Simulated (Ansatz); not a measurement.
Basis-set extrapolation for C₃H₆O, SMILES `CCC=O` (PBE0-D4/def2-TZVP geometry, frozen core, Ansatz). Multiplicity 1, RHF reference.

|  | def2-TZVPP | def2-QZVPP |
| --- | --- | --- |
| HF | -192.029616 | -192.038680 |
| MP2 correlation | -0.738047 | -0.788649 |
| CCSD(T) correlation | -0.800233 | not run |

Energies in hartree. Use E(X) = E(∞) + A·exp(−7.88·√X) for Hartree–Fock and E(X) = E(∞) + B·X^(−2.97) for correlation, with X = 3 and 4, and add CCSD(T) minus MP2 of the smaller set to the MP2 limit.

Problem. What is the CCSD(T) energy at the basis-set limit?

Solution. HF limit: -192.038680 + (-0.009064) × 0.13774 = -192.03993. MP2 limit: -0.788649 + (-0.050602) × 0.74074 = -0.82613. Higher-order term: -0.800233 − (-0.738047) = -0.06219. Total: -192.92825 hartree, 61.7 kcal/mol below CCSD(T)/def2-TZVPP.
